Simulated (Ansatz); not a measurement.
# Al$_{3}$Ni$_{2}$ (P-3m1): electronic heat capacity and spin susceptibility from the density of states

All numbers below come from Ansatz 0.2.0, DFT PBEsol, scalar-relativistic, plane waves, PAW.

Plane waves to 420 eV, a k mesh through Γ of 12×12×8 on the computed 5-atom cell and Gaussian smearing (0.10 eV); no spin polarisation.

Relaxed cell: P-3m1, a = 4.003 Å, b = 4.003 Å, c = 4.859 Å, α = 90.00°, β = 90.00°, γ = 120.00°, 5 atoms in the primitive cell.

The density of states at the Fermi level is 1.344 states/eV in the cell of 5 atoms (1 formula unit; both spins, tetrahedra on a 18×18×12 mesh).

Problem. What Sommerfeld coefficient and Pauli susceptibility does this give?

Solution. Per formula unit N(E_F) = 1.344 states/eV. γ = (π²/3) k_B² N(E_F) N_A = 2.357 mJ/(mol K²) per state/eV, so γ = 3.2 mJ/(mol K²), a mole of formula units. χ_P = μ_B² N(E_F) N_A = 3.23×10⁻⁵ emu/mol per state/eV gives 4.3×10⁻⁵ emu/mol. This is the bare band result: a measured γ of the same phase is as a rule larger by a factor 1 + λ from phonons and spin fluctuations, the spin part of χ is larger by the Stoner factor, and a measured χ also holds orbital and core terms. N(E_F) at one energy is sensitive to the mesh where the density of states has sharp peaks.

A ferromagnetic start lost its moments in a first run, so spin was left out; other magnetic orders weren't tried.

Cost: 1 run of about 1.9 core-minutes, on Arm Neoverse V2 (shared hosts).